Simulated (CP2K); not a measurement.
**AlN: band structure with PBE**

The system is AlN.

```
CELL_PARAMETERS angstrom
3.08863 0.00000 0.00000
1.54432 2.67483 0.00000
1.54432 0.89161 2.52186
ATOMIC_POSITIONS crystal
Al 0.00000 0.00000 0.00000
N 0.25000 0.25000 0.25000
```

Measurements of this composition are mostly on another form, of space group No. 186.

* Program: CP2K 2026.2
* Task: band structure
* Functional: PBE
* Potentials or basis: POTENTIAL_UZH Al GTH-PBE-q3, N GTH-PBE-q5; TZVP-MOLOPT-PBE-GTH basis
* Density cutoff: 9184 eV
* k mesh: 10 × 10 × 10
* Occupations: fermi-dirac, width 0.05 eV
* Spin: no spin polarisation
* SCF solver: diagonalisation with k points
* Quickstep method: GPW
* EPS_DEFAULT: 1.0E-9
* EPS_SCF: 1.0E-6
* MAX_SCF: 100
* SCF_GUESS: ATOMIC
* k points reduced by the point group: yes
* Mesh centred on Gamma: yes
* CHOLESKY: OFF
* EPS_EIGVAL: 1.0E-7
* MIXING METHOD: BROYDEN_MIXING
* MIXING ALPHA: 0.4
* NBUFFER: 8
* NGRIDS: 5
* Basis sets: Al TZVP-MOLOPT-PBE-GTH-q3, N TZVP-MOLOPT-PBE-GTH-q5
* Potentials: Al GTH-PBE-q3 of POTENTIAL_UZH, N GTH-PBE-q5 of POTENTIAL_UZH
* ADDED_MOS: [10]
* Points a segment of the path (NPOINTS): 10
* Bands added on the path: 2
* REL_CUTOFF (Ry): 60 Ry
* MIXING BETA (1/bohr): 1.5 1/bohr
* CUTOFF of the grids: 675 Ry

```
Pressure                : 3.8 GPa
Band gap on the k mesh  : 3.32 eV, indirect (least direct gap 4.22 eV)
Band gap along the path : 3.32 eV, indirect (least direct gap 4.22 eV)
Mulliken charges        : Al +1.38; N -1.38 e
```

Levels at the corners of the path, in eV from the valence-band top:
```
point  band 1  band 2  band 3  band 4  band 5  band 6  band 7  band 8
    Γ  -15.00    0.00    0.00    0.00    4.22   12.57   12.57   12.57
    X  -12.31   -4.92   -1.77   -1.77    3.32    8.62   14.02   15.77
    W  -12.26   -3.78   -3.46   -2.70    6.05   11.61   12.06   12.10
    K  -12.33   -4.27   -3.65   -1.37    5.17   10.16   13.13   14.39
    Γ  -15.00    0.00    0.00    0.00    4.22   12.57   12.57   12.57
    L  -12.95   -5.88   -0.47   -0.47    7.42    9.97   11.30   11.30
    U  -12.33   -4.27   -3.65   -1.37    5.17   10.16   13.13   14.39
    W  -12.26   -3.78   -3.46   -2.70    6.05   11.61   12.06   12.10
    L  -12.95   -5.88   -0.47   -0.47    7.42    9.97   11.30   11.30
    K  -12.33   -4.27   -3.65   -1.37    5.17   10.16   13.13   14.39
    U  -12.33   -4.27   -3.65   -1.37    5.17   10.16   13.13   14.39
    X  -12.31   -4.92   -1.77   -1.77    3.32    8.62   14.02   15.77
```

It took 36 s on 1 thread of Intel(R) Xeon(R) 6975P-C (Granite Rapids), on a shared host, peak memory 0.34 GiB.

Caveat: Mulliken charges move with the basis; the basis of atomic orbitals isn't converged, which shifts pressures, moduli and gaps. As with any semilocal functional, this PBE gap is likely too small.
